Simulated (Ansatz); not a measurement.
**Cu: straining the crystal, a stretch of c alone**

Aim: apply a stretch of c alone to Cu from -3 to +3 %, where the rest of the cell is held and the atoms relax, and follow energy, stress and any gap.

Program: Ansatz 0.2.0. Level of theory: DFT r2SCAN, scalar-relativistic, plane waves, PAW. These are calculated values, not measurements.

## 1. The system as given

Symmetry: I4/mmm, No. 139, tetragonal system. Conventional cell: a = 2.895 Å, b = 2.895 Å, c = 2.739 Å, α = 90.00°, β = 90.00°, γ = 90.00°. Around Cu (site symmetry 4/mmm) lie 10 Cu at 2.46 to 2.74 Å.

Structure file:

```cif
data_structure
_symmetry_space_group_name_H-M 'I4/mmm'
_symmetry_Int_Tables_number 139
_cell_length_a 2.8954
_cell_length_b 2.8954
_cell_length_c 2.7386
_cell_angle_alpha 90.000
_cell_angle_beta 90.000
_cell_angle_gamma 90.000
_cell_volume 22.96
loop_
_atom_site_label
_atom_site_type_symbol
_atom_site_symmetry_multiplicity
_atom_site_Wyckoff_symbol
_atom_site_fract_x
_atom_site_fract_y
_atom_site_fract_z
_atom_site_occupancy
Cu1 Cu 2 a 0.00000 0.00000 0.00000 1
```

It goes back to an entry of the Materials Project, which need not be the stable form.

The unstrained cell comes from an earlier run at this level (2 atoms, E(σ→0) -13262.4038 eV, gap none (metal)).

## 2. At -1.0 %

File input.yaml:

```yaml
crystal:
  lattice:
    - [2.8953822153, 0.0, 0.0]
    - [0.0, 2.8953822153, 0.0]
    - [0.0, 0.0, 2.711241768]
  atoms:
    - { symbol: Cu, position: [0.0, 0.0, 0.0] }
    - { symbol: Cu, position: [0.5, 0.5, 0.5] }
basis:
  ecutwfc: 500
kpoints:
  mp_grid: { grid: [18, 18, 18] }
hamiltonian:
  xc: r2scan
scf:
  occupations: { method: gaussian, width: 0.1 }
output:
  forces: true
  stress: true
  eigenvalues: true
```

The run is started by

```sh
$ ansatz run input.yaml --threads 1 --pin off --max-ram 2560MiB --backend cpu --events-out ev --progress --plain --runs-dir out
```

Log (excerpt; [...] marks lines left out):

```text
Warning: RAYON_NUM_THREADS=1 ignored (pool sized by the plan → 1); use --threads N
[...]
Pseudopotentials: kind: paw
Pseudopotential: Cu, paw, valence charge 19, recommended cutoff 500 eV (meta_gga), Cu.paw.azcp
Functional definition: r2SCAN
[...]
Crystal: 2 atoms, lattice volume = 22.729 Å³
Basis set: ecut = 500 eV, 577 PW (Γ), exchange–correlation on 96×96×80 points (64 copies of the dense FFT grid, shifted against one another)
Bands: 23, of which v1, the nominal top of the filled ones, is band 19 counted from 1 (18 counted from 0)
Symmetry: 32 space group operations
Space group: I4/mmm (ITA 139), of the structure as read, at distance tolerance 2.8e-5 Å
k-points: 550 of 5832
[...]
SCF iter   1: F=—  HF=-13262.440318 eV  |F-HF|=—  |Δ(HF+E_count)|=         —  Δρ=3.96e-2  dr2=1.95e-1  dr2_τ=1.43e-3  ethr=1.77e-3  ⟨swp⟩=4.9  Hψ=46337  notcnv=0
[...]
SCF iter   7: F=-13262.404343 eV  HF=-13262.404343 eV  |F-HF|=1.86e-10  |Δ(HF+E_count)|=   1.25e-7  Δρ=2.41e-6  dr2=9.16e-10  dr2_τ=1.49e-11  ethr=1.97e-10  ⟨swp⟩=5.0  Hψ=51087  notcnv=0
[...]
SCF converged after 7 iterations
Free energy (F): -13262.404343 eV
[...]
E sigma→0 (E₀):  -13262.402709 eV
Entropy (-TS):   -0.003269 eV (-1.635 meV/atom)
Fermi energy:    17.406670 eV
[...]
--- Forces (eV/Å), atoms counted from 1 ---
  atom   1  Cu     0.00000000    -0.00000000     0.00000000
  atom   2  Cu     0.00000000     0.00000000     0.00000000
[...]
--- Stress (GPa, compression-positive) ---
        1.688854      -0.000000       0.000000
        0.000000       1.688854       0.000000
        0.000000       0.000000       1.779948
  P = ⅓ Tr σ = 1.7192 GPa (17.192 kbar)
--- Band table (eV; the first three rows and the last of 550) ---
  k-point 0: bands = ["-99.1395", "-99.1071", "-54.9905", "-54.9905", "-54.9802", "-54.8932", "-54.8864", "-54.8864", "7.3661", "12.3222", "12.3943", "13.9119", "14.1905", "14.1905", "14.9913", "15.2854", "15.7635", "15.7635", "15.8448", "25.3158", "25.3158", "28.0242", "30.9964"]
[...]
```

Wall time 63 s (1 thread of Intel Xeon at 2.50GHz (Skylake/Cascade Lake), shared host); peak memory 0.61 GiB.

The cell is held at each strain. Atoms start from the nearest strain of the same sign that is done. Symmetry fixes all atoms here, so a single point is enough.

## 3. Strain +1.0 %

input.yaml, as its differences from that of step 2:

```diff
@@ -4,3 +4,3 @@
     - [0.0, 2.8953822153, 0.0]
-    - [0.0, 0.0, 2.711241768]
+    - [0.0, 0.0, 2.766014329]
   atoms:
```

The run is started by

```sh
$ ansatz run input.yaml --threads 1 --pin off --max-ram 2560MiB --backend cpu --events-out ev --progress --plain --runs-dir out
```

Log (excerpt; [...] marks lines left out):

```text
Warning: RAYON_NUM_THREADS=1 ignored (pool sized by the plan → 1); use --threads N
[...]
Pseudopotentials: kind: paw
Pseudopotential: Cu, paw, valence charge 19, recommended cutoff 500 eV (meta_gga), Cu.paw.azcp
Functional definition: r2SCAN
[...]
Crystal: 2 atoms, lattice volume = 23.188 Å³
Basis set: ecut = 500 eV, 603 PW (Γ), exchange–correlation on 96×96×96 points (64 copies of the dense FFT grid, shifted against one another)
Bands: 23, of which v1, the nominal top of the filled ones, is band 19 counted from 1 (18 counted from 0)
Symmetry: 32 space group operations
Space group: I4/mmm (ITA 139), of the structure as read, at distance tolerance 2.9e-5 Å
k-points: 550 of 5832
[...]
SCF iter   1: F=—  HF=-13262.441727 eV  |F-HF|=—  |Δ(HF+E_count)|=         —  Δρ=3.99e-2  dr2=2.02e-1  dr2_τ=1.53e-3  ethr=1.77e-3  ⟨swp⟩=5.0  Hψ=46454  notcnv=0
[...]
SCF iter   7: F=-13262.404331 eV  HF=-13262.404331 eV  |F-HF|=2.18e-10  |Δ(HF+E_count)|=   1.20e-7  Δρ=2.38e-6  dr2=8.76e-10  dr2_τ=1.57e-11  ethr=2.63e-10  ⟨swp⟩=5.0  Hψ=51176  notcnv=0
[...]
SCF converged after 7 iterations
Free energy (F): -13262.404331 eV
[...]
E sigma→0 (E₀):  -13262.402490 eV
Entropy (-TS):   -0.003681 eV (-1.841 meV/atom)
Fermi energy:    16.959612 eV
[...]
--- Forces (eV/Å), atoms counted from 1 ---
  atom   1  Cu     0.00000000    -0.00000000     0.00000000
  atom   2  Cu    -0.00000000     0.00000000    -0.00000000
[...]
--- Stress (GPa, compression-positive) ---
       -1.472406      -0.000000       0.000000
        0.000000      -1.472406       0.000000
        0.000000       0.000000      -1.664554
  P = ⅓ Tr σ = -1.5365 GPa (-15.365 kbar)
--- Band table (eV; the first three rows and the last of 550) ---
  k-point 0: bands = ["-99.5264", "-99.4967", "-55.3754", "-55.3754", "-55.3687", "-55.2843", "-55.2799", "-55.2799", "7.0873", "12.0168", "12.0678", "13.5942", "13.7795", "13.7795", "14.6481", "14.8426", "15.3479", "15.3479", "15.4031", "25.0476", "25.0476", "26.8926", "30.6052"]
[...]
```

It took 71 s on 1 thread of Intel Xeon at 2.50GHz (Skylake/Cascade Lake), shared host; peak memory 0.62 GiB.

## 4. The cell strained by -2.0 %

input.yaml, as its differences from that of step 3:

```diff
@@ -4,3 +4,3 @@
     - [0.0, 2.8953822153, 0.0]
-    - [0.0, 0.0, 2.766014329]
+    - [0.0, 0.0, 2.6838554875]
   atoms:
```

The run is started by

```sh
$ ansatz run input.yaml --threads 1 --pin off --max-ram 2560MiB --backend cpu --events-out ev --progress --plain --runs-dir out
```

Log (excerpt; [...] marks lines left out):

```text
Warning: RAYON_NUM_THREADS=1 ignored (pool sized by the plan → 1); use --threads N
[...]
Pseudopotentials: kind: paw
Pseudopotential: Cu, paw, valence charge 19, recommended cutoff 500 eV (meta_gga), Cu.paw.azcp
Functional definition: r2SCAN
[...]
Crystal: 2 atoms, lattice volume = 22.499 Å³
Basis set: ecut = 500 eV, 577 PW (Γ), exchange–correlation on 96×96×80 points (64 copies of the dense FFT grid, shifted against one another)
Bands: 23, of which v1, the nominal top of the filled ones, is band 19 counted from 1 (18 counted from 0)
Symmetry: 32 space group operations
Space group: I4/mmm (ITA 139), of the structure as read, at distance tolerance 2.8e-5 Å
k-points: 550 of 5832
[...]
SCF iter   1: F=—  HF=-13262.435717 eV  |F-HF|=—  |Δ(HF+E_count)|=         —  Δρ=3.95e-2  dr2=1.91e-1  dr2_τ=1.38e-3  ethr=1.77e-3  ⟨swp⟩=4.9  Hψ=46268  notcnv=0
[...]
SCF iter   7: F=-13262.400401 eV  HF=-13262.400401 eV  |F-HF|=3.13e-10  |Δ(HF+E_count)|=   1.35e-7  Δρ=2.66e-6  dr2=1.15e-9  dr2_τ=1.61e-11  ethr=1.60e-10  ⟨swp⟩=5.0  Hψ=51045  notcnv=0
[...]
SCF converged after 7 iterations
Free energy (F): -13262.400401 eV
[...]
E sigma→0 (E₀):  -13262.398811 eV
Entropy (-TS):   -0.003179 eV (-1.589 meV/atom)
Fermi energy:    17.640859 eV
[...]
--- Forces (eV/Å), atoms counted from 1 ---
  atom   1  Cu    -0.00000000     0.00000000     0.00000000
  atom   2  Cu     0.00000000     0.00000000    -0.00000000
[...]
--- Stress (GPa, compression-positive) ---
        3.400753       0.000000       0.000000
        0.000000       3.400753       0.000000
        0.000000       0.000000       3.746309
  P = ⅓ Tr σ = 3.5159 GPa (35.159 kbar)
--- Band table (eV; the first three rows and the last of 550) ---
  k-point 0: bands = ["-98.9398", "-98.9060", "-54.7918", "-54.7918", "-54.7796", "-54.6913", "-54.6832", "-54.6832", "7.5104", "12.4796", "12.5619", "14.0752", "14.4042", "14.4042", "15.1654", "15.5137", "15.9781", "15.9781", "16.0729", "25.4548", "25.4548", "28.6148", "31.1987"]
[...]
```

Run time: 73 s. Hardware: 1 thread of Intel Xeon at 2.50GHz (Skylake/Cascade Lake), shared host; peak memory 0.61 GiB.

## 5. At +2.0 %

input.yaml, as its differences from that of step 4:

```diff
@@ -4,3 +4,3 @@
     - [0.0, 2.8953822153, 0.0]
-    - [0.0, 0.0, 2.6838554875]
+    - [0.0, 0.0, 2.7934006095]
   atoms:
```

The run is started by

```sh
$ ansatz run input.yaml --threads 1 --pin off --max-ram 2560MiB --backend cpu --events-out ev --progress --plain --runs-dir out
```

Log (excerpt; [...] marks lines left out):

```text
Warning: RAYON_NUM_THREADS=1 ignored (pool sized by the plan → 1); use --threads N
[...]
Pseudopotentials: kind: paw
Pseudopotential: Cu, paw, valence charge 19, recommended cutoff 500 eV (meta_gga), Cu.paw.azcp
Functional definition: r2SCAN
[...]
Crystal: 2 atoms, lattice volume = 23.418 Å³
Basis set: ecut = 500 eV, 611 PW (Γ), exchange–correlation on 96×96×96 points (64 copies of the dense FFT grid, shifted against one another)
Bands: 23, of which v1, the nominal top of the filled ones, is band 19 counted from 1 (18 counted from 0)
Symmetry: 32 space group operations
Space group: I4/mmm (ITA 139), of the structure as read, at distance tolerance 2.9e-5 Å
k-points: 550 of 5832
[...]
SCF iter   1: F=—  HF=-13262.438969 eV  |F-HF|=—  |Δ(HF+E_count)|=         —  Δρ=4.01e-2  dr2=2.06e-1  dr2_τ=1.58e-3  ethr=1.77e-3  ⟨swp⟩=4.9  Hψ=46377  notcnv=0
[...]
SCF iter   7: F=-13262.400866 eV  HF=-13262.400866 eV  |F-HF|=5.64e-11  |Δ(HF+E_count)|=   1.13e-7  Δρ=2.18e-6  dr2=7.10e-10  dr2_τ=1.53e-11  ethr=2.63e-10  ⟨swp⟩=5.0  Hψ=51164  notcnv=0
[...]
SCF converged after 7 iterations
Free energy (F): -13262.400866 eV
[...]
E sigma→0 (E₀):  -13262.399010 eV
Entropy (-TS):   -0.003713 eV (-1.857 meV/atom)
Fermi energy:    16.745235 eV
[...]
--- Forces (eV/Å), atoms counted from 1 ---
  atom   1  Cu     0.00000000    -0.00000000    -0.00000000
  atom   2  Cu     0.00000000    -0.00000000    -0.00000000
[...]
--- Stress (GPa, compression-positive) ---
       -2.937074       0.000000      -0.000000
       -0.000000      -2.937074      -0.000000
       -0.000000      -0.000000      -3.160149
  P = ⅓ Tr σ = -3.0114 GPa (-30.114 kbar)
--- Band table (eV; the first three rows and the last of 550) ---
  k-point 0: bands = ["-99.7139", "-99.6854", "-55.5619", "-55.5619", "-55.5567", "-55.4737", "-55.4705", "-55.4705", "6.9527", "11.8686", "11.9089", "13.4397", "13.5818", "13.5818", "14.4790", "14.6277", "15.1465", "15.1465", "15.1892", "24.9180", "24.9180", "26.3505", "30.4159"]
[...]
```

Run time: 67 s. Hardware: 1 thread of Intel Xeon at 2.50GHz (Skylake/Cascade Lake), shared host; peak memory 0.62 GiB.

## 6. At -3.0 %

input.yaml, as its differences from that of step 5:

```diff
@@ -4,3 +4,3 @@
     - [0.0, 2.8953822153, 0.0]
-    - [0.0, 0.0, 2.7934006095]
+    - [0.0, 0.0, 2.656469207]
   atoms:
@@ -20 +20,5 @@
   eigenvalues: true
+  write_density: true
+  write_potential: true
+  elf: true
+  volumetric_format: npy
```

The run is started by

```sh
$ ansatz run input.yaml --threads 1 --pin off --max-ram 2560MiB --backend cpu --events-out ev --progress --plain --runs-dir out
```

Log (excerpt; [...] marks lines left out):

```text
Warning: RAYON_NUM_THREADS=1 ignored (pool sized by the plan → 1); use --threads N
[...]
Pseudopotentials: kind: paw
Pseudopotential: Cu, paw, valence charge 19, recommended cutoff 500 eV (meta_gga), Cu.paw.azcp
Functional definition: r2SCAN
[...]
Crystal: 2 atoms, lattice volume = 22.270 Å³
Basis set: ecut = 500 eV, 569 PW (Γ), exchange–correlation on 96×96×80 points (64 copies of the dense FFT grid, shifted against one another)
Bands: 23, of which v1, the nominal top of the filled ones, is band 19 counted from 1 (18 counted from 0)
Symmetry: 32 space group operations
Space group: I4/mmm (ITA 139), of the structure as read, at distance tolerance 2.8e-5 Å
k-points: 550 of 5832
[...]
SCF iter   1: F=—  HF=-13262.428184 eV  |F-HF|=—  |Δ(HF+E_count)|=         —  Δρ=3.94e-2  dr2=1.88e-1  dr2_τ=1.33e-3  ethr=1.77e-3  ⟨swp⟩=4.9  Hψ=46302  notcnv=0
[...]
SCF iter   6: F=-13262.393533 eV  HF=-13262.393533 eV  |F-HF|=7.45e-8  |Δ(HF+E_count)|=   7.84e-6  Δρ=3.12e-5  dr2=4.89e-8  dr2_τ=4.66e-9  ethr=2.63e-10  ⟨swp⟩=9.8  Hψ=106278  notcnv=0
[...]
SCF converged after 6 iterations
Free energy (F): -13262.393533 eV
[...]
E sigma→0 (E₀):  -13262.391957 eV
Entropy (-TS):   -0.003152 eV (-1.576 meV/atom)
Fermi energy:    17.881450 eV
[...]
--- Forces (eV/Å), atoms counted from 1 ---
  atom   1  Cu     0.00000000     0.00000000     0.00000000
  atom   2  Cu     0.00000000     0.00000000     0.00000000
[...]
--- Stress (GPa, compression-positive) ---
        5.218887      -0.000000       0.000000
        0.000000       5.218887       0.000000
        0.000000       0.000000       5.862995
  P = ⅓ Tr σ = 5.4336 GPa (54.336 kbar)
--- Band table (eV; the first three rows and the last of 550) ---
  k-point 0: bands = ["-98.7356", "-98.7003", "-54.5888", "-54.5888", "-54.5748", "-54.4853", "-54.4755", "-54.4755", "7.6581", "12.6402", "12.7322", "14.2417", "14.6234", "14.6234", "15.3407", "15.7465", "16.1972", "16.1972", "16.3059", "25.5971", "25.5971", "29.2229", "31.4056"]
[...]
```

Run time: 81 s. Hardware: 1 thread of Intel Xeon at 2.50GHz (Skylake/Cascade Lake), shared host; peak memory 0.59 GiB.

Density in a lattice plane of the grid's cell (edges 2.90 and 2.66 Å, at 0.000 of the third edge), which holds Cu.

Ten even steps from ' ' (0.17 e/Å³) to '@' (70.19 e/Å³):
```
##**==::..                              ..::==**
==--::..                                  ..::--
......                                      ....
                                                
                                                
                                                
                                                
                                                
                                                
                                                
                                                
                                                
                                                
                                                
......                                      ....
==--::..                                  ..::--
##**==::..                              ..::==**
@@%%++--..                              ..--++%%
```
Columns run along the first of these edges and rows up along the second, over one cell in 24 and 18 even steps from the bottom left corner. Atoms in the plane (fractional): Cu at (0.00, 0.00).

ELF in the same plane.

Ten even steps from '0' (0.15) to '9' (0.93):
```
987421000001110000012478
765310000001110000001356
432110000011111000001123
111000000011111000000011
000000000111111100000000
000000001111111110000000
000000111111111111100000
000111111111111111111100
111111111111111111111111
000111111111111111111100
000000111111111111100000
000000001111111110000000
000000000111111100000000
111000000011111000000011
432110000011111000001123
765310000001110000001356
987421000001110000012478
998531000001110000013589
```
Columns run along the first of these edges and rows up along the second, over one cell in 24 and 18 even steps from the bottom left corner. Atoms in the plane (fractional): Cu at (0.00, 0.00).

Both are smooth fields of the valence electrons: close to the nuclei they are not physical.

## 7. The cell strained by +3.0 %

input.yaml, as its differences from that of step 6:

```diff
@@ -4,3 +4,3 @@
     - [0.0, 2.8953822153, 0.0]
-    - [0.0, 0.0, 2.656469207]
+    - [0.0, 0.0, 2.8207868899]
   atoms:
@@ -20,5 +20 @@
   eigenvalues: true
-  write_density: true
-  write_potential: true
-  elf: true
-  volumetric_format: npy
```

The run is started by

```sh
$ ansatz run input.yaml --threads 1 --pin off --max-ram 2560MiB --backend cpu --events-out ev --progress --plain --runs-dir out
```

Log (excerpt; [...] marks lines left out):

```text
Warning: RAYON_NUM_THREADS=1 ignored (pool sized by the plan → 1); use --threads N
[...]
Pseudopotentials: kind: paw
Pseudopotential: Cu, paw, valence charge 19, recommended cutoff 500 eV (meta_gga), Cu.paw.azcp
Functional definition: r2SCAN
[...]
Crystal: 2 atoms, lattice volume = 23.647 Å³
Basis set: ecut = 500 eV, 611 PW (Γ), exchange–correlation on 96×96×96 points (64 copies of the dense FFT grid, shifted against one another)
Bands: 23, of which v1, the nominal top of the filled ones, is band 19 counted from 1 (18 counted from 0)
Symmetry: 32 space group operations
Space group: I4/mmm (ITA 139), of the structure as read, at distance tolerance 2.9e-5 Å
k-points: 550 of 5832
[...]
SCF iter   1: F=—  HF=-13262.434082 eV  |F-HF|=—  |Δ(HF+E_count)|=         —  Δρ=4.02e-2  dr2=2.10e-1  dr2_τ=1.64e-3  ethr=1.77e-3  ⟨swp⟩=4.9  Hψ=46285  notcnv=0
[...]
SCF iter   7: F=-13262.395299 eV  HF=-13262.395299 eV  |F-HF|=8.19e-11  |Δ(HF+E_count)|=   1.01e-7  Δρ=1.98e-6  dr2=5.47e-10  dr2_τ=1.47e-11  ethr=2.63e-10  ⟨swp⟩=5.0  Hψ=51167  notcnv=0
[...]
SCF converged after 7 iterations
Free energy (F): -13262.395299 eV
[...]
E sigma→0 (E₀):  -13262.393424 eV
Entropy (-TS):   -0.003749 eV (-1.875 meV/atom)
Fermi energy:    16.537117 eV
[...]
--- Forces (eV/Å), atoms counted from 1 ---
  atom   1  Cu     0.00000000    -0.00000000    -0.00000000
  atom   2  Cu     0.00000000    -0.00000000    -0.00000000
[...]
--- Stress (GPa, compression-positive) ---
       -4.299755      -0.000000      -0.000000
       -0.000000      -4.299755      -0.000000
       -0.000000      -0.000000      -4.600680
  P = ⅓ Tr σ = -4.4001 GPa (-44.001 kbar)
--- Band table (eV; the first three rows and the last of 550) ---
  k-point 0: bands = ["-99.8978", "-99.8705", "-55.7447", "-55.7447", "-55.7413", "-55.6597", "-55.6572", "-55.6572", "6.8209", "11.7232", "11.7525", "13.2878", "13.3888", "13.3888", "14.3113", "14.4170", "14.9489", "14.9489", "14.9798", "24.7914", "24.7914", "25.8236", "30.2307"]
[...]
```

Wall time 68 s (1 thread of Intel Xeon at 2.50GHz (Skylake/Cascade Lake), shared host); peak memory 0.63 GiB.

## 8. The series

Lengths are those of the vectors of the cell that was run; stresses in GPa:

```tsv
strain (%)	ΔE (meV/atom)	a (Å)	b (Å)	c (Å)	σxx	σyy	σzz
-3.0	5.9	2.895	2.895	2.656	5.22	5.22	5.86
-2.0	2.5	2.895	2.895	2.684	3.40	3.40	3.75
-1.0	0.6	2.895	2.895	2.711	1.69	1.69	1.78
+0.0	0.0	2.895	2.895	2.739	0.07	0.07	-0.04
+1.0	0.7	2.895	2.895	2.766	-1.47	-1.47	-1.66
+2.0	2.4	2.895	2.895	2.793	-2.94	-2.94	-3.16
+3.0	5.2	2.895	2.895	2.821	-4.30	-4.30	-4.60
```

ΔE is over the unstrained cell. Stress in GPa, positive in compression, on the Cartesian axes of the input. 

## 9. What came out

| quantity | value |
| --- | --- |
| largest energy cost | 5.9 meV/atom at -3.0 % |
| (1/V) d²E/dε² at zero strain, cubic fit | 173 GPa |

What this shows: The curvature of the energy, 173 GPa, is the elastic constant along c at held a and b. Compression by 3 % costs 5.9 meV/atom and stretching 5.2.
